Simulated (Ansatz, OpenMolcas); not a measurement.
**Computed against measured: dipole moment**

8 molecules; the dipole moment in D, computed less measured. Shapes, held fixed at every level: PBE0-D4/def2-TZVP. No vibrational averaging. Dipoles are compared by magnitude; molecules under 1 D, whose direction can flip, are left out. Programs: OpenMolcas 26.06. Measured values: NIST CCCBDB.

Levels: A = BLYP/cc-pVDZ; B = TPSS/cc-pVDZ; C = r2SCAN/cc-pVDZ.

| molecule | measured | A | B | C |
| --- | --- | --- | --- | --- |
| AsF3 (SMILES F[As](F)F) | 2.59 | -0.36 | -0.37 | -0.26 |
| C2F3N (cyanotrifluoromethane) | 1.33 | +0.07 | +0.08 | +0.09 |
| C2H3ClO (acetyl chloride) | 2.72 | -0.21 | -0.10 | +0.03 |
| C2H3F3 (1,1,1-trifluoroethane) | 2.32 | -0.39 | -0.32 | -0.22 |
| C2H6O (dimethyl ether) | 1.30 | -0.30 | -0.23 | -0.18 |
| C2H6S (SMILES CSC) | 1.50 | -0.11 | +0.01 | +0.07 |
| C2H7N (dimethylamine) | 1.03 | -0.27 | -0.23 | -0.20 |
| C3H6O (acetone) | 2.88 | -0.34 | -0.28 | -0.13 |

Question: Which level does best on this set, which worst, and which err to one side?

Answer: 
```json
{"level": "BLYP/cc-pVDZ", "kind": "GGA", "mean error": "-0.239", "mean absolute error": "0.256", "worst case": "C2H3F3"}
{"level": "TPSS/cc-pVDZ", "kind": "meta-GGA", "mean error": "-0.180", "mean absolute error": "0.203", "worst case": "AsF3"}
{"level": "r2SCAN/cc-pVDZ", "kind": "meta-GGA", "mean error": "-0.100", "mean absolute error": "0.148", "worst case": "AsF3"}
```

On this set r2SCAN/cc-pVDZ has the smallest mean absolute error and BLYP/cc-pVDZ the largest. BLYP/cc-pVDZ is too low in 7 of 8; TPSS/cc-pVDZ is too low in 6 of 8. The tabulated value of C2F3N is in doubt (older tables, estimates, or at odds with other calculations) and kept here. Over the 7 molecules whose values aren't doubted the mean absolute errors are A 0.283; B 0.220; C 0.156. Relativity is left out for As. The set is small.

r2SCAN gives the largest moment for every molecule, and TPSS exceeds BLYP in all but AsF3, where the two are nearly equal. The gain in accuracy is thus mainly an upward shift of moments that are mostly too small. Much of the common shortfall probably comes from the basis: cc-pVDZ has no diffuse functions and describes the outer lone-pair density and its polarization poorly. This fits dimethyl ether and dimethylamine, which stay low with all three functionals. r2SCAN probably also keeps somewhat more charge on the electronegative atoms.

Cyanotrifluoromethane hardly responds to the functional, plausibly because the CF3 and CN groups pull in opposite directions, so that changes in their polarity largely cancel in the net moment.

The ranking holds for these combinations of functional and basis, not for the functionals alone. As r2SCAN already slightly overshoots for acetyl chloride and dimethyl sulfide, part of its advantage may be compensation for the small basis, and the order could change with diffuse functions.
